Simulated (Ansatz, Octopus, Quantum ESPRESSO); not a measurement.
## One calculation of Be, 4 ways

```xyz
2
Lattice="2.2853 0.0000 0.0000 -1.1426 1.9791 0.0000 0.0000 0.0000 3.5842" Properties=species:S:1:pos:R:3 pbc="T T T"
Be    1.1861    0.6698    2.6888
Be   -0.0251    1.2998    0.9267
```

Atoms were shifted at random by some hundredths of an Å from the given cell, which wasn't relaxed again for these runs.

Alike in all runs: task single point; functional PBEsol; k mesh 13 × 13 × 8; occupations fermi-dirac, width 0.05 eV; no spin polarisation; no spin-orbit coupling. Pressure is positive in compression and, in plane waves, holds the error of the finite cutoff, which Ansatz's Pulay term estimates and takes out.

| program and potentials | plane-wave cutoff (eV) | notes | pressure (GPa) | largest force (eV/Å) | energy over the undisturbed cell (meV/atom) |
| --- | --- | --- | --- | --- | --- |
| Ansatz, Ansatz PAW | 420 | potentials made for PBE, which Ansatz adapts in part; 2 valence electrons an atom on average; Pulay term of +0.03 GPa included | -3.66 | 0.361 | 6.81 |
| Octopus, pseudodojo_pbesol (PseudoDojo 0.4, PBEsol) | - | 4 valence electrons an atom on average | - | 0.365 | 7.10 |
| Ansatz, all-electron LAPW, scalar-relativistic | - | - | ? | ? | - |
| Quantum ESPRESSO, GBRV 1.5 PBEsol | 612 | 4 valence electrons an atom on average | -3.27 | 0.364 | 6.86 |

Q: Estimate from the other rows what the run with Ansatz, all-electron LAPW, scalar-relativistic gave.

A: Pressure -3.74 GPa; largest force 0.361 eV/Å. The other rows, which needn't bracket it: pressure -3.66 to -3.27; largest force 0.361 to 0.365; energy over the undisturbed cell 6.81 to 7.10.
